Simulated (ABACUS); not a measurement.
# PbS (Cmcm) in ABACUS: a series of runs

The runs below take PbS through equation of state, with PBE.

All numbers are computed with ABACUS 3.10.1; they aren't measurements. Logs are shortened: lines on timing, memory, paths and dates and some standing lists are left out, and cuts for length are marked.

## 1. The crystal as given

The structure is orthorhombic, space group Cmcm (No. 63). Conventional cell: a = 4.160 Å, b = 11.983 Å, c = 4.279 Å, α = 90.00°, β = 90.00°, γ = 90.00°. Around Pb (site symmetry m2m) lie 5 S at 2.69 to 2.99 Å. S (site symmetry m2m) is surrounded by 5 Pb at 2.69 to 2.99 Å.

Measurements of this composition are mostly on another form, of space group No. 225.

## 2. Equation of state, PBE, spin-orbit coupling, no magnetisation, 25.06 Å³/atom (volume scaled by 0.94)

File run_abacus.py:

```python
"""ABACUS run from a structure file: ASE reads it, the script writes STRU, KPT and INPUT."""
import re
import subprocess
from ase.io import read
from ase.units import Bohr

atoms = read("PbS.xyz")
atoms = atoms[(-atoms.numbers).argsort(kind="stable")]  # ABACUS lists atoms element by element
pseudo = {'Pb': 'Pb.upf', 'S': 'S.upf'}
orbital = {'Pb': 'Pb_confined-atom_8au_3s3p2d.orb', 'S': 'S_confined-atom_7au_2s2p1d.orb'}
magmoms = None
kmesh = [4, 4, 4]
params = {
    'suffix': 'PbS',
    'calculation': 'scf',
    'basis_type': 'lcao',
    'pseudo_dir': './',
    'orbital_dir': './',
    'symmetry': 0,
    'dft_functional': 'pbe',
    'ecutwfc': 100,
    'pseudo_rcut': 10,
    'nspin': 4,
    'nbands': 68,
    'ks_solver': 'genelpa',
    'smearing_method': 'fd',
    'smearing_sigma': 0.00367493,
    'scf_thr': 1e-07,
    'scf_nmax': 100,
    'mixing_type': 'broyden',
    'mixing_beta': 0.4,
    'cal_force': 1,
    'cal_stress': 1,
    'noncolin': 0,
    'lspinorb': 1,
    'out_mul': 1,
}

symbols = atoms.get_chemical_symbols()
elements = list(dict.fromkeys(symbols))
lines = ["ATOMIC_SPECIES"] + [f"{e} {atoms.get_masses()[symbols.index(e)]:.4f} {pseudo[e]}" for e in elements]
if orbital:
    lines += ["", "NUMERICAL_ORBITAL"] + [orbital[e] for e in elements]
lines += ["", "LATTICE_CONSTANT", f"{1 / Bohr:.10f}", "", "LATTICE_VECTORS"]
lines += [" ".join(f"{x:.10f}" for x in v) for v in atoms.cell]
lines += ["", "ATOMIC_POSITIONS", "Direct"]
for e in elements:
    lines += ["", e, "0.0", str(symbols.count(e))]
    for i, p in enumerate(atoms.get_scaled_positions(wrap=False)):
        if symbols[i] == e:
            mag = "" if magmoms is None else " mag " + " ".join(str(x) for x in (magmoms[i] if isinstance(magmoms[i], list) else [magmoms[i]]))
            lines.append(" ".join(f"{x:.10f}" for x in p) + " 1 1 1" + mag)
open("STRU", "w").write("\n".join(lines) + "\n")
open("KPT", "w").write("K_POINTS\n0\nGamma\n%d %d %d 0 0 0\n" % tuple(kmesh))
open("INPUT", "w").write("INPUT_PARAMETERS\n" + "".join(f"{k:<20s}{v}\n" for k, v in params.items()))

done = subprocess.run(['mpirun', '-np', '4', 'abacus'])
if done.returncode:
    raise SystemExit(done.returncode)
log = open("OUT.PbS/running_scf.log").read()
print("final energy (eV):", re.findall(r"FINAL_ETOT_IS (\S+)", log))
```

File PbS.xyz:

```xyz
4
Lattice="2.0374927668 -5.8689911821 0.0000000000 2.0374927668 5.8689911821 0.0000000000 0.0000000000 0.0000000000 4.1919633476" Properties=species:S:1:pos:R:3 pbc="T T T"
Pb     2.0374927668      4.3364408824      1.0479908369
Pb     2.0374927668     -4.3364408824      3.1439725107
S      2.0374927668      1.7043891968      1.0479908369
S      2.0374927668     -1.7043891968      3.1439725107
```

Potentials or basis: PseudoDojo NC FR 0.4 PBE stringent, DZP LCAO (the cutoffs set its grid).

Started as:

```
> OMP_NUM_THREADS=1 python run_abacus.py > log
```

running log:

```text
ABACUS v3.10.1

               Atomic-orbital Based Ab-initio Computation at UStc

 ------------------------------------------------------------------------------------

 READING GENERAL INFORMATION
                           global_out_dir = OUT.PbS/
                           global_in_card = INPUT
                               pseudo_dir = ./
                              orbital_dir = ./
                                    DSIZE = 4
                                    GSIZE = 1

 READING UNITCELL INFORMATION
                                    ntype = 2
                  lattice constant (Bohr) = 1.88973
              lattice constant (Angstrom) = 1

 READING ATOM TYPE 1
                               atom label = Pb
                      L=0, number of zeta = 3
                      L=1, number of zeta = 3
                      L=2, number of zeta = 2
             number of atom for this type = 2
               magnetization of element 1 = [ 0, 0, 0 ]

 READING ATOM TYPE 2
                               atom label = S
                      L=0, number of zeta = 2
                      L=1, number of zeta = 2
                      L=2, number of zeta = 1
             number of atom for this type = 2
               magnetization of element 2 = [ 0, 0, 0 ]

                        TOTAL ATOM NUMBER = 4
DIRECT COORDINATES
    atom                   x                   y                   z     mag                  vx                  vy                  vz
taud_Pb1            0.1305633500        0.8694366500        0.2500000000  0.0000        0.0000000000        0.0000000000        0.0000000000
taud_Pb2            0.8694366500        0.1305633500        0.7500000000  0.0000        0.0000000000        0.0000000000        0.0000000000
taud_S1            0.3547970900        0.6452029100        0.2500000000  0.0000        0.0000000000        0.0000000000        0.0000000000
taud_S2            0.6452029100        0.3547970900        0.7500000000  0.0000        0.0000000000        0.0000000000        0.0000000000

                          Volume (Bohr^3) = 676.556
                             Volume (A^3) = 100.255

 Lattice vectors: (Cartesian coordinate: in unit of a_0)
             +2.03749            -5.86899                  +0
             +2.03749            +5.86899                  +0
                   +0                  +0            +4.19196
 Reciprocal vectors: (Cartesian coordinate: in unit of 2 pi/a_0)
              +0.2454          -0.0851935                  +0
              +0.2454          +0.0851935                  -0
                   -0                  -0           +0.238552
 The esolver type has been set to : ksdft_lcao
[... 327 lines left out ...]
     Energy           Rydberg                 eV
----------------------------------------------------------
 E_KohnSham     -883.6361751114      -12022.4869404413
 E_KS(sigma->0) -883.6361750603      -12022.4869397458
 E_Harris       -883.6361708061      -12022.4868818642
 E_band         -103.8769310941      -1413.3181536333
 E_one_elec     -513.8001573467      -6990.6097732112
 E_Hartree      257.9247410483       3509.2461334309
 E_xc           -148.6795705062      -2022.8893350768
 E_Ewald        -479.0811882046      -6518.2339641932
 E_entropy(-TS) -0.0000001022        -0.0000013909
 E_descf        0.0000000000         0.0000000000
 E_exx          0.0000000000         0.0000000000
 E_Fermi        0.7636636203         10.3901765915
----------------------------------------------------------

 charge density convergence is achieved
 final etot is -12022.48694 eV
 EFERMI = 10.390176592 eV

 STATE ENERGY(eV) AND OCCUPATIONS    NSPIN == 4
 1/64 kpoint (Cartesian) = 0.0000 0.0000 0.0000 (2890 pws)
       1       -129.077      0.0156250
       2       -129.077      0.0156250
       3       -129.077      0.0156250
       4       -129.077      0.0156250
       5       -86.1933      0.0156250
       6       -86.1933      0.0156250
[... 410 lines left out ...]
      67        16.3183    5.04485e-54
      68        16.3183    5.04485e-54

[... levels at 58 further k points ...]

-------------------------------------------------------------------------------------------
       Total Magnetism (uB)                    x                    y                    z
-------------------------------------------------------------------------------------------
                        Pb1         0.0000000000         0.0000000000         0.0000000000
                        Pb2         0.0000000000         0.0000000000         0.0000000000
                         S1         0.0000000000         0.0000000000         0.0000000000
                         S2         0.0000000000         0.0000000000         0.0000000000
-------------------------------------------------------------------------------------------

-------------------------------------------------------------------------------------------
       Total Magnetism (uB)       Magnitude (uB)       Polar (degree)     Azimuth (degree)
-------------------------------------------------------------------------------------------
                        Pb1         0.0000000000                 -nan         0.0000000000
                        Pb2         0.0000000000                 -nan         0.0000000000
                         S1         0.0000000000                 -nan         0.0000000000
                         S2         0.0000000000                 -nan         0.0000000000
-------------------------------------------------------------------------------------------

 correction force for each atom along direction 1 is 2.09217e-14
 correction force for each atom along direction 2 is 4.02178e-14
 correction force for each atom along direction 3 is -1.03753e-14
------------------------------------------------------------------------------------------
 TOTAL-FORCE (eV/Angstrom)
------------------------------------------------------------------------------------------
                       Pb1         0.0000000000         0.5440993304         0.0000000000
                       Pb2         0.0000000000        -0.5440993304         0.0000000000
                        S1         0.0000000000        -0.4328290538         0.0000000000
                        S2         0.0000000000         0.4328290538         0.0000000000
------------------------------------------------------------------------------------------

----------------------------------------------------------------
 TOTAL-STRESS (KBAR)
----------------------------------------------------------------
        42.0314284985         0.0000000000         0.0000000000
         0.0000000000        48.2368915884        -0.0000000000
         0.0000000000        -0.0000000000        42.3775521148
----------------------------------------------------------------
 TOTAL-PRESSURE: 44.215291 KBAR

 --------------------------------------------
 !FINAL_ETOT_IS -12022.4869404412584117 eV
 --------------------------------------------
```

STRU:

```text
ATOMIC_SPECIES
Pb 207.2000 Pb.upf
S 32.0600 S.upf

NUMERICAL_ORBITAL
Pb_confined-atom_8au_3s3p2d.orb
S_confined-atom_7au_2s2p1d.orb

LATTICE_CONSTANT
1.8897261258

LATTICE_VECTORS
2.0374927668 -5.8689911821 0.0000000000
2.0374927668 5.8689911821 0.0000000000
0.0000000000 0.0000000000 4.1919633476

ATOMIC_POSITIONS
Direct

Pb
0.0
2
0.1305633500 0.8694366500 0.2500000000 1 1 1
0.8694366500 0.1305633500 0.7500000000 1 1 1

S
0.0
2
0.3547970900 0.6452029100 0.2500000000 1 1 1
0.6452029100 0.3547970900 0.7500000000 1 1 1
```

Wall time 35 s (4 MPI ranks of Intel Xeon Platinum 8488C (Sapphire Rapids), shared host); peak memory 0.92 GiB.

Results:

| Item | Value |
| --- | --- |
| Free energy | -12022.4869 eV |
| Pressure | 4.4 GPa |
| Largest force | 0.544 eV/Å |
| Band gap on the k mesh | 1.07 eV, indirect (least direct gap 1.47 eV) |
| Mulliken charges | Pb +0.62; S -0.62 e |

Caveat: the atomic orbitals were generated for these runs and aren't a published set; Mulliken charges move with the basis; the basis of atomic orbitals isn't converged, which shifts pressures, moduli and gaps.

## 3. Equation of state, PBE, spin-orbit coupling, no magnetisation, 26.13 Å³/atom (volume scaled by 0.98)

run_abacus.py is that of step 2.

File PbS.xyz:

```xyz
4
Lattice="2.0659928603 -5.9510856073 0.0000000000 2.0659928603 5.9510856073 0.0000000000 0.0000000000 0.0000000000 4.2505997999" Properties=species:S:1:pos:R:3 pbc="T T T"
Pb     2.0659928603      4.3970982612      1.0626499500
Pb     2.0659928603     -4.3970982612      3.1879498499
S      2.0659928603      1.7282298957      1.0626499500
S      2.0659928603     -1.7282298957      3.1879498499
```

Potentials or basis: PseudoDojo NC FR 0.4 PBE stringent, DZP LCAO (the cutoffs set its grid).

Started as:

```
> OMP_NUM_THREADS=1 python run_abacus.py > log
```

It took 33 s on 4 MPI ranks of Intel Xeon Platinum 8488C (Sapphire Rapids), shared host; peak memory 0.92 GiB.

The run converged. Its results:

```
Free energy            : -12022.5702 eV
Pressure               : 1.9 GPa
Largest force          : 0.274 eV/Å
Band gap on the k mesh : 1.13 eV, indirect (least direct gap 1.48 eV)
Mulliken charges       : Pb +0.65; S -0.65 e
```

Caveat: the atomic orbitals were generated for these runs and aren't a published set; Mulliken charges move with the basis; the basis of atomic orbitals isn't converged, which shifts pressures, moduli and gaps.

## 4. Equation of state, PBE, spin-orbit coupling, no magnetisation, 27.20 Å³/atom (volume scaled by 1.02)

run_abacus.py is that of step 3.

File PbS.xyz:

```xyz
4
Lattice="2.0937276176 -6.0309754840 0.0000000000 2.0937276176 6.0309754840 0.0000000000 0.0000000000 0.0000000000 4.3076616397" Properties=species:S:1:pos:R:3 pbc="T T T"
Pb     2.0937276176      4.4561267581      1.0769154099
Pb     2.0937276176     -4.4561267581      3.2307462298
S      2.0937276176      1.7514303808      1.0769154099
S      2.0937276176     -1.7514303808      3.2307462298
```

Started as:

```
> OMP_NUM_THREADS=1 python run_abacus.py > log
```

Run time: 34 s. Hardware: 4 MPI ranks of Intel Xeon Platinum 8488C (Sapphire Rapids), shared host; peak memory 1 GiB.

It converged, with:

```yaml
Free_energy: -12022.5940 eV
Pressure: -0.1 GPa
Largest_force: 0.083 eV/Å
Band_gap_on_the_k_mesh: 1.19 eV, indirect (least direct gap 1.47 eV)
Mulliken_charges: Pb +0.68; S -0.68 e
```

Caveat: the atomic orbitals were generated for these runs and aren't a published set; Mulliken charges move with the basis; the basis of atomic orbitals isn't converged, which shifts pressures, moduli and gaps.

## 5. Equation of state, PBE, spin-orbit coupling, no magnetisation, 28.26 Å³/atom (volume scaled by 1.06)

run_abacus.py is that of step 4.

File PbS.xyz:

```xyz
4
Lattice="2.1207464379 -6.1088031065 0.0000000000 2.1207464379 6.1088031065 0.0000000000 0.0000000000 0.0000000000 4.3632505017" Properties=species:S:1:pos:R:3 pbc="T T T"
Pb     2.1207464379      4.5136315103      1.0908126254
Pb     2.1207464379     -4.5136315103      3.2724378763
S      2.1207464379      1.7740319754      1.0908126254
S      2.1207464379     -1.7740319754      3.2724378763
```

Started as:

```
> OMP_NUM_THREADS=1 python run_abacus.py > log
```

It took 33 s on 4 MPI ranks of Intel Xeon Platinum 8488C (Sapphire Rapids), shared host; peak memory 1 GiB.

Results (log left out):

```yaml
Free_energy: -12022.5695 eV
Pressure: -1.7 GPa
Largest_force: 0.164 eV/Å
Band_gap_on_the_k_mesh: 1.23 eV, indirect (least direct gap 1.47 eV)
Mulliken_charges: Pb +0.70; S -0.70 e
```

Caveat: the atomic orbitals were generated for these runs and aren't a published set; Mulliken charges move with the basis; the basis of atomic orbitals isn't converged, which shifts pressures, moduli and gaps.

## 6. Equation of state, PBE, spin-orbit coupling, no magnetisation

Potentials or basis: PseudoDojo NC FR 0.4 PBE stringent, DZP LCAO (the cutoffs set its grid).

This step only gathers the single runs of the series.

Results:

| Quantity | Value |
| --- | --- |
| Equilibrium volume | 27.15 Å³/atom |
| Bulk modulus at fixed shape and positions | 46 GPa |
| Pressure derivative of the bulk modulus | 4.2 (rough: it moves with the points fitted) |

Energy against volume, from the lowest point:
| volume (Å³/atom) | energy (meV/atom) |
| --- | --- |
| 25.064 | 26.77 |
| 26.130 | 5.96 |
| 27.197 | 0.00 |
| 28.263 | 6.12 |

Caveat: the k mesh is coarse (spacing up to 0.40 Å⁻¹), so the values aren't converged; the atomic orbitals were generated for these runs and aren't a published set; the cell was scaled at fixed shape and fractional positions, which overstates the stiffness of a crystal with free parameters, most of all of layers and chains; the basis of atomic orbitals isn't converged, which shifts pressures, moduli and gaps.
